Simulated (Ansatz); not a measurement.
# WC (Qusongite) in Ansatz: convergence with k mesh

WC (Qusongite):

```xyz
2
Lattice="2.9065 0.0000 0.0000 -1.4532 2.5171 0.0000 0.0000 0.0000 2.8366" Properties=species:S:1:pos:R:3 pbc="T T T"
W     0.0076    0.0168    0.0552
C     1.5104    0.8177    1.4749
```

The cell isn't the ideal one: atoms moved at random, drawn with an rms of 0.05 Å.

| Property | Result |
| --- | --- |
| Program | Ansatz 0.2.0 |
| Task | convergence study |
| Functional | PBE |
| Potentials or basis | Ansatz PAW |
| Cutoff | 420 eV (not typed: the program's choice for these potentials) |
| k mesh | 3 × 3 × 3 |
| Occupations | cold, width 0.1 eV |
| Spin | no spin polarisation |

These are the settings of the first run; the series varies k mesh, with any setting tied to it.

Hardware: 2 threads of Intel(R) Xeon(R) Processor @ 2.50GHz (Skylake/Cascade Lake), on a shared host.

```tsv
k mesh	energy less the tightest run, at zero smearing (meV/atom)	pressure (GPa)	largest force (eV/Å)	SCF cycles	CPU time (s)	peak memory (GiB)
3 × 3 × 3	154.96	11.26	1.064	5	1.3	0.29
4 × 4 × 4	27.01	6.52	0.857	5	2	0.29
5 × 5 × 5	7.32	6.54	1.133	5	3.1	0.31
6 × 6 × 5	5.06	6.44	1.084	5	3.9	0.33
8 × 8 × 7	-1.66	6.13	1.033	6	9.6	0.38
9 × 9 × 8	0.45	6.28	1.032	5	12	0.41
12 × 12 × 11	-0.76	6.26	1.047	6	31	0.56
14 × 14 × 13	0.00	6.22	1.017	6	50	0.71
17 × 17 × 15	0.00	6.21	1.020	6	83	0.99
```

Against the tightest run, the energy stays within 1 meV/atom from 9 × 9 × 8 on; the pressure stays within 0.1 GPa from 8 × 8 × 7 on; the largest force stays within 0.005 eV/Å from 14 × 14 × 13 on. Meshes of other sizes hit other points, so gaps and Fermi surfaces needn't settle smoothly. The tightest run that finished is the yardstick and may itself not be fully converged.

Caveat, for the tightest run too: the pressure holds a Pulay correction of +0.3 GPa for the finite cutoff. The run has no spin-orbit coupling, so splittings on W are missing.
